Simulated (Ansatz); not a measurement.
input.yaml (Ansatz)

```yaml
crystal:
  lattice:
    - [0.0, 2.0558825559, 2.0558825559]
    - [2.0558825559, 0.0, 2.0558825559]
    - [2.0558825559, 2.0558825559, 0.0]
  atoms:
    - { symbol: Ti, position: [0.0, 0.0, 0.0], spin: 1.0 }
hamiltonian:
  xc: pbe
  pseudopotentials:
    kind: paw
    azcp:
      Ti: "pseudopotentials/Ti.paw.azcp"
basis:
  ecutwfc: 420
  fft_grid_basis: typed
kpoints:
  mp_grid: { grid: [22, 22, 22], shift: [0, 0, 0] }
magnetization:
  spin_polarized: true
scf:
  occupations: { method: fermi_dirac, width: 0.05 }
```

Terminal output

```
Engine: ansatz 0.2.0, x86_64-unknown-linux-gnu
Pseudopotentials: kind: paw
Pseudopotential: Ti, paw, valence charge 12, recommended cutoff 420 eV (normal) 
Functional definition: PBE
  parameter kappa = 0.804
  parameter beta = 0.06672455060314922
  exchange = pbe_x(kappa = kappa, mu = beta*pi^2/3)
  correlation = pbe_c(beta = beta)
Crystal: 1 atoms, lattice volume = 17.379 Å³
Basis set: ecut = 420 eV, 331 PW (Γ)
Bands: 11, of which v1, the nominal top of the filled ones, is band 6 counted from 1 (5 counted from 0)
Symmetry: 48 space group operations
Space group: Fm-3m (ITA 225), of the structure as read, at distance tolerance 2.6e-5 Å
Magnetic group: BNS 225.116 (UNI 1618), of the structure as read, at distance tolerance 2.6e-5 Å
k-points: 328 of 10648
Non-local potential: Ti, projectors of the file, l = 0: 3, l = 1: 2, l = 2: 3, l = 3: 1
PAW form: soft (Blöchl's): semilocal exchange-correlation on the pseudo side does not see the compensation charge
PAW one-centre angular grid: Ti, 590 points (default); XC on 64 Gauss nodes
Initial density: superposition of atomic densities (chi_scale 0.1, normalization cell)
Starting moments: Σ|m| = 1 μB on 1 of 1 site
Initial wavefunctions: pseudopotential atomic-orbital guess
Functional: x = pbe(κ = 0.804, μ = 0.2195149727645171), c = pbe(β = 0.06672455060314922)
SCF iter   1: F=—  HF=-2500.049538 eV  |F-HF|=—  |Δ(HF+E_count)|=         —  Δρ=7.56e-2 (↑7.56e-2 ↓2.81e-2)  dr2=6.90e-1  dr2_m=3.71e-1  M=0.187 μB ∫|m|=0.187 μB  β_m=0.30  ethr=3.10e-3  ⟨swp⟩=4.4  Hψ=35166  notcnv=0
Mixer restart at iter 1: flushing history
SCF iter   2: F=—  HF=-2499.620891 eV  |F-HF|=—  |Δ(HF+E_count)|=   4.29e-1  Δρ=4.17e-2 (↑4.17e-2 ↓2.79e-2)  dr2=8.25e-2  dr2_m=1.81e-1  M=0.188 μB ∫|m|=0.188 μB  β_m=0.44  ethr=3.10e-3  ⟨swp⟩=2.6  Hψ=16960  notcnv=0  defer=98
SCF iter   3: F=—  HF=-2499.577979 eV  |F-HF|=—  |Δ(HF+E_count)|=   4.29e-2  Δρ=1.64e-2 (↑1.26e-2 ↓1.64e-2)  dr2=3.76e-3  dr2_m=3.23e-2  M=0.141 μB ∫|m|=0.141 μB  β_m=0.67  ethr=6.88e-4  ⟨swp⟩=2.4  Hψ=11974  notcnv=0  defer=98
SCF iter   4: F=—  HF=-2499.615156 eV  |F-HF|=—  |Δ(HF+E_count)|=   3.72e-2  Δρ=2.24e-3 (↑2.24e-3 ↓1.86e-3)  dr2=1.83e-4  dr2_m=5.71e-4  M=0.061 μB ∫|m|=0.061 μB  β_m=0.83  ethr=3.13e-5  ⟨swp⟩=2.0  Hψ=14391  notcnv=0  defer=97
SCF iter   5: F=—  HF=-2499.615667 eV  |F-HF|=—  |Δ(HF+E_count)|=   5.11e-4  Δρ=5.95e-4 (↑5.95e-4 ↓5.61e-4)  dr2=1.19e-6  dr2_m=5.24e-5  M=0.028 μB ∫|m|=0.028 μB  β_m=0.92  ethr=1.53e-6  ⟨swp⟩=2.5  Hψ=11323  notcnv=0  defer=94
SCF iter   6: F=—  HF=-2499.615791 eV  |F-HF|=—  |Δ(HF+E_count)|=   1.24e-4  Δρ=4.11e-4 (↑4.11e-4 ↓2.78e-4)  dr2=1.42e-5  dr2_m=1.65e-5  M=0.013 μB ∫|m|=0.013 μB  β_m=0.96  ethr=9.92e-9  ⟨swp⟩=2.7  Hψ=12125  notcnv=0  defer=94
SCF iter   7: F=—  HF=-2499.615830 eV  |F-HF|=—  |Δ(HF+E_count)|=   3.89e-5  Δρ=4.07e-5 (↑4.06e-5 ↓4.07e-5)  dr2=2.93e-8  dr2_m=2.52e-7  M=0.001 μB ∫|m|=0.001 μB  β_m=0.98  ethr=9.92e-9  ⟨swp⟩=2.5  Hψ=11800  notcnv=0  defer=94
SCF iter   8: F=—  HF=-2499.615830 eV  |F-HF|=—  |Δ(HF+E_count)|=   3.15e-7  Δρ=5.33e-6 (↑5.02e-6 ↓5.33e-6)  dr2=2.06e-8  dr2_m=9.48e-11  M=-0.000 μB ∫|m|=0.000 μB  β_m=0.99  ethr=2.44e-10  ⟨swp⟩=2.0  Hψ=11362  notcnv=0  defer=94
SCF iter   9: F=-2499.615830 eV  HF=-2499.615830 eV  |F-HF|=9.09e-13  |Δ(HF+E_count)|=   8.95e-9  Δρ=2.91e-7 (↑1.62e-7 ↓2.91e-7)  dr2=3.12e-12  dr2_m=7.86e-12  M=0.000 μB ∫|m|=0.000 μB  ethr=1.71e-10  ⟨swp⟩=1.0  Hψ=20458  notcnv=0
SCF 1 converged in 9 iterations: F = -2499.615830 eV  dr2 = 3.12e-12
WARN: the starting moments were not kept: the SCF closed with an absolute magnetisation of 2.6e-6 μB, where they sum to 1 μB in size (1 site). That is at most 0.1 of that sum. Measured as dr2_m measures the in/out step, that magnetisation stands 3.3e-12 eV from none, at or under the dr2_threshold of 1.0e-7 eV: it is no larger than a step whose dr2_m would equal this threshold. The system may hold no moment; this SCF shows only that its start led to no more than that. To try another start: raise the starting moments (crystal.atoms[].spin, magnetization.per_species, magnetization.initial_magnetization, or on a non-collinear deck that types none of these the spinor_matrix: blocks that start its atoms; where the total moment is fixed, keep their sum and leave initial_magnetization as it is; typed ones take the place of any that the run laid by itself, positive ones on a crystal's lanthanoids without a Hubbard term where scf.initial_density.shell_occupations: [] is typed) or, if the notice of its spin-set hold's release reads "site moments contracting" or "site moments show no strong build", lengthen the hold (scf.mixing.spin_hold: { on: { confirm: 4 } }; for m-r²SCAN on two components see the key's manual first). Each may lead to a state that holds a moment. A second SCF, from the converged charge density, with the starting moments and any scf.initial_density.shell_occupations laid on it anew, would have followed, and was not run: the deck does not ask for one (magnetization.retry_lost_moments is false, the default). To let it run, set magnetization.retry_lost_moments: true and run the deck again, where that key's refused combinations let it; where memory then withholds it, that run's warning says so.
SCF converged after 9 iterations
Magnetization: 0.0000 μB (6.0000 up, 6.0000 down)
Absolute magnetization: 0.0000 μB (∫|ρ↑−ρ↓|, with the PAW one-centre terms)
Spin contamination: 0.0000 ħ² per cell (⟨S²⟩ above its minimum at these occupations)
Per-site moments (μB) at R_I (Å): [(2.3410047301604375e-6, 1.1993260096950176)]
Free energy (F): -2499.615830 eV
Harris-Foulkes:  -2499.615830 eV  (|F-HF|=9.09e-13)
Internal energy: -2499.601495 eV  (E = F + TS)
E sigma→0 (E₀):  -2499.608663 eV
Entropy (-TS):   -0.014335 eV (-14.335 meV/atom)
Fermi energy:    13.252539 eV
--- Per-component energies (eV) ---
  E_band       = -157.270873
  E_kinetic    = 272.485495
  E_local      = -813.147078  (includes V_loc(G=0)·N_el)
  E_nonlocal   = 8.137042
  E_hartree    = 334.046340
  E_xc         = -97.440518
  E_vxc        = -121.902557  (∫ρ·V_xc dr)
  E_paw        = -1047.617824  (= ΣΔE_a)
  E_vpaw       = -170.936497  (= ΣTr[D̂ρ^β])
  E_aug_tail   = 0.000104  (compensation charges beyond the density's cutoff)
  E_ewald      = -1156.065057
  E_smearing   = -0.014335  (= −TS)
  E_closure    = 0.000000  (closes the sum)
  Σ components = -2499.615830   (vs F -2499.615830, Δ=0.00e0)
```
